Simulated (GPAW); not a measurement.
The system is AlN.

```
Al N
1.0
     0.00000    2.18399    2.18399
     2.18399    0.00000    2.18399
     2.18399    2.18399    0.00000
Al N
1 1
Cartesian
  0.0000 0.0000 0.0000
  3.2760 3.2760 3.2760
```

Measurements of this composition are mostly on another form, of space group No. 186.

Program: GPAW 26.7.0. Alike in all runs: task band structure; no spin polarisation; cell as given; k mesh 10 × 10 × 10; cutoff (eV) 800; smearing fermi-dirac 0.05 eV.

Q: Order these runs on this cell by their pressure, lowest first.
A. level r4SCAN; potentials or basis GPAW PAW data sets (gpaw-data 1.2.1), pw; band points 60
B. level LDA; potentials or basis PAW data sets generated in the run's folder for this functional, pw; band points 80
C. level PW91; potentials or basis PAW data sets generated in the run's folder for this functional, pw; band points 80
D. level RPBE; potentials or basis the program's PAW data sets (release 1.2.1) made for this functional, pw; band points 60

A: B (-2.9 GPa), A (1.0 GPa), C (5.0 GPa), D (9.5 GPa).

Caveats: the PAW data sets were made with another functional, which shifts forces and pressure a little (some runs).

Not every run made on this cell is shown here.
